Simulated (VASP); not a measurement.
Input of a VASP 6.6.1 run:

The input INCAR:

```
ALGO = Fast
EDIFF = 1E-6
ENCUT = 520
GGA = RE
ISIF = 2
ISMEAR = -1
LASPH = True
LCHARG = False
LREAL = False
LWAVE = False
NBANDS = 28
NELM = 60
PREC = Accurate
SIGMA = 0.1
```

KPOINTS

```
k-points
0
Gamma
  10 10 13
```

The input POSCAR:

```
Ru
1.0
    4.4491599457      0.0000000000      0.0000000000
   -2.2245799728      3.8530855385      0.0000000000
    0.0000000000      0.0000000000      2.7972412063
Ru
3
Direct
    0.0000000000      0.0000000000      0.0000000000
    0.3333333333      0.6666666667      0.5000000000
    0.6666666667      0.3333333333      0.5000000000
```

Potentials or basis: VASP PAW PBE potentials, release 64 (Ru_pv).

The run is started by

```bash
$ cat potpaw_PBE.64/Ru_pv/POTCAR > POTCAR
$ mpirun -np 1 vasp_std > vasp.out
```

(1) Estimate the pressure.

(2) Estimate the band gap on the k mesh.

## Answers

(1) -24.1 GPa.

(2) none (metal or under the smearing width).

Caveat: so large a pressure means that the cell lies far from this level's equilibrium, or that cutoff or potentials fall short; the potentials were made for another functional, which shifts forces and pressure.
